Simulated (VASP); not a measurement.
# TaSi2 (P6_222) in VASP: a series of runs, part 2 of 2

VASP 6.6.1.

## Step 5: Electron localisation function, PBE

File INCAR:

```
SYSTEM = TaSi2
PREC = Accurate ; ENCUT = 520
EDIFF = 1E-7 ; ISMEAR = 0
SIGMA = 0.02 ; LREAL = .FALSE.
LASPH = .TRUE. ; NELM = 100
ALGO = Normal ; ISIF = 2
LWAVE = .FALSE. ; LCHARG = .TRUE.
GGA = PE ; LELF = .TRUE.
```

File KPOINTS:

```
Automatic mesh
0
G
  5 5 3
  0 0 0
```

File POSCAR:

```
TaSi2
1.0
    4.7800000000      0.0000000000      0.0000000000
   -2.3900000000      4.1396014301      0.0000000000
    0.0000000000      0.0000000000      6.5640000000
Ta Si
3 6
Direct
    0.0000000000      0.5000000000      0.1666666667
    0.5000000000      0.5000000000      0.8333333333
    0.5000000000      0.0000000000      0.5000000000
    0.3333000000      0.1666500000      0.1666666667
    0.1666500000      0.8333500000      0.8333333333
    0.8333500000      0.6667000000      0.5000000000
    0.6667000000      0.8333500000      0.1666666667
    0.8333500000      0.1666500000      0.8333333333
    0.1666500000      0.3333000000      0.5000000000
```

Potentials or basis: VASP PAW PBE potentials, release 64 (Ta_pv, Si).

The run is started by

```
> cat potpaw_PBE.64/Ta_pv/POTCAR potpaw_PBE.64/Si/POTCAR > POTCAR
> mpirun -np 1 vasp_std > vasp.out
```

OUTCAR:

```text
SYSTEM = TaSi2
   PREC = Accurate
   ENCUT = 520
   EDIFF = 1E-7
   ISMEAR = 0
   LREAL = .FALSE.
   LASPH = .TRUE.
   NELM = 100
   ISIF = 2
   GGA = PE

 ion  position               nearest neighbor table
   1  0.000  0.500  0.167-   6 2.59   9 2.59   8 2.59   5 2.59   4 2.76   7 2.76   4 2.76   7 2.76
                             7 2.76   4 2.76   3 3.24   3 3.24   2 3.24   2 3.24
   2  0.500  0.500  0.833-   6 2.59   9 2.59   7 2.59   4 2.59   5 2.76   8 2.76   5 2.76   8 2.76
                             8 2.76   5 2.76   3 3.24   3 3.24   1 3.24   1 3.24
   3  0.500  0.000  0.500-   4 2.59   7 2.59   5 2.59   8 2.59   9 2.76   6 2.76   9 2.76   6 2.76
                             9 2.76   6 2.76   2 3.24   1 3.24   2 3.24   1 3.24
   4  0.333  0.167  0.167-   9 2.59   5 2.59   3 2.59   2 2.59   7 2.76   1 2.76   1 2.76   1 2.76
                             7 2.76   7 2.76
   5  0.167  0.833  0.833-   6 2.59   4 2.59   3 2.59   1 2.59   8 2.76   2 2.76   2 2.76   2 2.76
                             8 2.76   8 2.76
   6  0.833  0.667  0.500-   5 2.59   7 2.59   1 2.59   2 2.59   9 2.76   3 2.76   3 2.76   3 2.76
                             9 2.76   9 2.76
   7  0.667  0.833  0.167-   6 2.59   8 2.59   3 2.59   2 2.59   4 2.76   1 2.76   1 2.76   1 2.76
                             4 2.76   4 2.76
   8  0.833  0.167  0.833-   9 2.59   7 2.59   3 2.59   1 2.59   5 2.76   2 2.76   2 2.76   2 2.76
                             5 2.76   5 2.76
   9  0.167  0.333  0.500-   8 2.59   4 2.59   1 2.59   2 2.59   6 2.76   3 2.76   3 2.76   3 2.76
                             6 2.76   6 2.76

  LATTYP: Found a hexagonal cell.
 ALAT       =     4.7800000000
 C/A-ratio  =     1.3732217573

  Lattice vectors:

 A1 = (   4.7800000000,   0.0000000000,   0.0000000000)
 A2 = (  -2.3900000000,   4.1396014301,   0.0000000000)
 A3 = (   0.0000000000,   0.0000000000,   6.5640000000)

Analysis of symmetry for initial positions (statically):
=====================================================================
 Subroutine PRICEL returns:
 Original cell was already a primitive cell.

 Routine SETGRP: Setting up the symmetry group for a
 hexagonal supercell.

 Subroutine GETGRP returns: Found 12 space group operations
 (whereof  4 operations were pure point group operations)
 out of a pool of 24 trial point group operations.

The static configuration has the point symmetry D_2 .
 The point group associated with its full space group is D_6 .

Analysis of symmetry for dynamics (positions and initial velocities):
=====================================================================
 Subroutine PRICEL returns:
 Original cell was already a primitive cell.

 Routine SETGRP: Setting up the symmetry group for a
 hexagonal supercell.

 Subroutine GETGRP returns: Found 12 space group operations
 (whereof  4 operations were pure point group operations)
 out of a pool of 24 trial point group operations.

The dynamic configuration has the point symmetry D_2 .
 The point group associated with its full space group is D_6 .

 Subroutine INISYM returns: Found 12 space group operations
 (whereof  4 operations are pure point group operations),
 and found     1 'primitive' translations

----------------------------------------------------------------------------------------

                                     Primitive cell

  volume of cell :     129.8838
[... 71 lines left out ...]
   number of dos      NEDOS =    301   number of ions     NIONS =      9
   total plane-waves  NPLWV =  64800
   dimension x,y,z NGX =    36 NGY =   36 NGZ =   50
   dimension x,y,z NGXF=    72 NGYF=   72 NGZF=  100
   ions per type =               3   6
   NGX,Y,Z   is equivalent  to a cutoff of  12.52, 12.52, 12.66 a.u.
   NGXF,Y,Z  is equivalent  to a cutoff of  25.04, 25.04, 25.33 a.u.
 SYSTEM =  TaSi2
   PREC   = accura    normal or accurate (medium, high low for compatibility)
   ISTART =      0    job   : 0-new  1-cont  2-samecut
   ICHARG =      2    charge: 1-file 2-atom 10-const
   ISPIN  =      1    spin polarized calculation?
   LNONCOLLINEAR =      F non collinear calculations
   LSORBIT =      F    spin-orbit coupling
   LASPH  =      T    aspherical Exc in radial PAW
   ENCUT  =  520.0 eV  38.22 Ry    6.18 a.u.   8.89  8.89 12.20*2*pi/ulx,y,z
   NELM   =    100;   NELMIN=  2; NELMDL= -5     # of ELM steps
   EDIFF  = 0.1E-06   stopping-criterion for ELM
   LREAL  =      F    real-space projection
   EDIFFG = 0.1E-05   stopping-criterion for IOM
   NSW    =      0    number of steps for IOM
   IBRION =     -1    ionic relax: 0-MD 1-quasi-New 2-CG
   NFREE  =      0    steps in history (QN), initial steepest desc. (CG)
   ISIF   =      2    stress and relaxation
   ISYM   =      2    0-nonsym 1-usesym 2-fastsym
   POTIM  = 0.5000    time-step for ionic-motion
   TEBEG  =    0.0;   TEEND  =   0.0 temperature during run
   PSTRESS=    0.0 pullay stress
   NELECT =      57.0000    total number of electrons
   NUPDOWN=      -1.0000    fix difference up-down
   EMIN   =  10.00;   EMAX   =-10.00  energy-range for DOS
   EFERMI =   0.00;   METHOD = LEGACY
   ISMEAR =     0;   SIGMA  =   0.02  broadening in eV -4-tet -1-fermi 0-gaus
   EFERMI_NEDOS =   21; number of points for ismear=-14 and -15
   IALGO  =     38    algorithm
   IMIX   =      4    mixing-type and parameters
     AMIX     =   0.40;   BMIX     =  1.00
     AMIX_MAG =   1.60;   BMIX_MAG =  1.00
  volume/ion in A,a.u.               =      14.43        97.39
  Fermi-wavevector in a.u.,A,eV,Ry     =   1.244079  2.350969 21.058195  1.547734
  Thomas-Fermi vector in A             =   2.378362
   LORBIT       =      0    0 simple, 1 ext, 2 COOP (PROOUT), +10 PAW based schemes
   GGA     = PE    functional components
   LHFCALC =     F    Hartree Fock is set to
   AEXX    =    0.0000 exact exchange contribution
   IVDW    =     0    specifies the selected vdW correction
   LEPSILON=     F    determine dielectric tensor
   LRPA    =     F    only Hartree local field effects (RPA)
 non-spin polarized calculation
 Gauss-broadening in eV      SIGMA  =   0.02
  energy-cutoff  :      520.00
  volume of cell :      129.88
 maximum number of plane-waves:      3523
 NGX is ok and might be reduce to    36
   NGX = 17   NGY = 17   NGZ = 25

 number of electron      57.0000001 magnetization

 Free energy of the ion-electron system (eV)
  ---------------------------------------------------
  ext. energy  EPLUGINS =         0.00000000
  ---------------------------------------------------
  free energy    TOTEN  =       -72.01837717 eV

  energy without entropy =      -72.01599287  energy(sigma->0) =      -72.01718502

 E-fermi :   9.3894     XC(G=0): -12.0875

 val. band max:        9.3816906468   @ k =   0.2000   0.0000   0.3333
 cond. band min:       9.3953310055   @ k =   0.4000  -0.0000   0.0000
 fundamental gap:      0.0136403587
 Fermi energy:         9.3893749437

 k-point     1 :       0.0000    0.0000    0.0000
  band No.  band energies     occupation
      1     -24.9776      2.00000
      2     -24.9776      2.00000
      3     -24.9775      2.00000
      4     -24.8751      2.00000
      5     -24.8751      2.00000
      6     -24.8125      2.00000
[... 359 lines left out ...]
     33      11.8615      0.00000
     34      12.0037      0.00000

------------------------ aborting loop because EDIFF is reached ----------------------------------------

  FORCE on cell =-STRESS in cart. coord.  units (eV):
  Direction    XX          YY          ZZ          XY          YZ          ZX
  --------------------------------------------------------------------------------------
  -------------------------------------------------------------------------------------
  Total        2.0998116      2.0998116      4.6498177      0.0000000      0.0000000      0.0000000
  in kB       25.9021564     25.9021564     57.3576715      0.0000000      0.0000000      0.0000000
  external PRESSURE =      36.3873281 kB  Pullay stress =       0.0000000 kB

 VOLUME and BASIS-vectors are now :
 -----------------------------------------------------------------------------
  energy-cutoff  :      520.00
  volume of cell :      129.88
      direct lattice vectors                 reciprocal lattice vectors
     4.780000000  0.000000000  0.000000000     0.209205021  0.120784575  0.000000000
    -2.390000000  4.139601430  0.000000000     0.000000000  0.241569150  0.000000000
     0.000000000  0.000000000  6.564000000     0.000000000  0.000000000  0.152346130

 POSITION                                       TOTAL-FORCE (eV/Angst)
 -----------------------------------------------------------------------------------
     -1.19500      2.06980      1.09400         0.000000      0.000000     -0.000000
      1.19500      2.06980      5.47000         0.000000      0.000000     -0.000000
      2.39000      0.00000      3.28200         0.000000      0.000000      0.000000
      1.19488      0.68986      1.09400        -0.687595     -0.396983      0.000000
     -1.19512      3.44974      5.47000        -0.687595      0.396983      0.000000
      2.39000      2.75987      3.28200         0.000000      0.793966      0.000000
      1.19512      3.44974      1.09400         0.687595      0.396983      0.000000
      3.58512      0.68986      5.47000         0.687595     -0.396983      0.000000
     -0.00000      1.37973      3.28200         0.000000     -0.793966      0.000000
 -----------------------------------------------------------------------------------
    total drift:                                0.000000      0.000000      0.000000

  FREE ENERGIE OF THE ION-ELECTRON SYSTEM (eV)
  ---------------------------------------------------
  free  energy   TOTEN  =       -72.0183771745 eV

  energy  without entropy=      -72.0159928678  energy(sigma->0) =      -72.01718502
```

It took 1.9 min on 1 thread of AMD EPYC 7R43 (Zen 3), shared host; peak memory 0.2 GiB.

What came out:

- Free energy: -72.0184 eV
- Pressure: 3.6 GPa
- Largest force: 0.794 eV/Å
- Band gap on the k mesh: none (metal or under the smearing width)

Forces in eV/Å, atoms in the order of the input:
```
Ta   0.000  0.000  0.000
Ta   0.000  0.000  0.000
Ta   0.000  0.000  0.000
Si  -0.688 -0.397  0.000
Si  -0.688  0.397  0.000
Si   0.000  0.794  0.000
Si   0.688  0.397  0.000
Si   0.688 -0.397  0.000
Si   0.000 -0.794  0.000
```

Stress tensor (GPa, compression positive):
```
2.59 0.00 0.00
0.00 2.59 0.00
0.00 0.00 5.74
```

Caveat: the cell's inner coordinates are idealised or old, which leaves forces on the atoms. The run has no spin-orbit coupling, so splittings on Ta are missing.

## Step 6: Summary

| task | potentials or basis | cell | cutoff (eV) | smearing | other keys | gap on the mesh (eV) | pressure (GPa) | relaxed volume (Å³/atom) | largest force (eV/Å) |
| --- | --- | --- | --- | --- | --- | --- | --- | --- | --- |
| relaxation of cell and atoms | VASP PAW PBE potentials, release 54 (Ta, Si) | relaxed | 600 | fermi-dirac 0.05 eV | - | none | 0.1 | 14.66 | - |
| relaxation of cell and atoms | VASP PAW PBE potentials, release 64 (Ta_pv, Si) | relaxed | 600 | fermi-dirac 0.05 eV | LREAL = Auto; BMIX = 2 | none | 0.1 | 14.67 | 0.01 |
| atomic charges | VASP PAW PBE potentials, release 64 (Ta_pv, Si) | as given | 520 | gaussian 0.02 eV | - | none | 3.6 | - | 0.79 |
| electron localisation function | VASP PAW PBE potentials, release 64 (Ta_pv, Si) | as given | 520 | gaussian 0.02 eV | - | none | 3.6 | - | 0.79 |

Alike in all rows: level PBE; no spin polarisation; k mesh 5 × 5 × 3.

Caveats: the cell's inner coordinates are idealised or old, which leaves forces on the atoms (some runs).

Total energies depend on the potentials used, so only differences within one code and one set of settings carry meaning.
